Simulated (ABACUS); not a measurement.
Runs of ABACUS 3.10.1 on InPd. Symmetry: Pm-3m, No. 221, cubic system. Conventional cell: a = 3.272 Å, b = 3.272 Å, c = 3.272 Å, α = 90.00°, β = 90.00°, γ = 90.00°. In (site symmetry m-3m) is surrounded by 8 Pd at 2.83 Å. Pd (site symmetry m-3m) is surrounded by 8 In at 2.83 Å. The cell comes from a database or a generator and needn't be the stable form of this composition.

```csv
potentials or basis,cutoff (eV),radial cutoff of the potentials (pseudo_rcut),V0 of scaled cells (Å³/atom),B0 (GPa)
"GBRV ultrasoft 1.5 PBE, plane waves",544,10 bohr,18.05,114
"PseudoDojo NC SR 0.5 PBE stringent, plane waves",1116,7 bohr,18.08,114
"PseudoDojo NC SR 0.4.1 PBE standard, plane waves",1116,7 bohr,18.09,115
"Ansatz NC PBE, plane waves",1116,7 bohr,18.09,114
"SG15 ONCV 1.2 PBE, plane waves",1116,7 bohr,(a),114
"SPMS ONCV 1.0 PBE, plane waves",1116,7 bohr,18.14,115
```

Alike in all rows: task equation of state; level PBE; no spin polarisation; cell as given; k mesh 6 × 6 × 6; smearing fermi-dirac 0.05 eV.

**Question.** Fill in the values left out.

**Answer.** (a) 18.12.

Caveats: this set's palladium file may shift the pressure by some GPa (some runs).
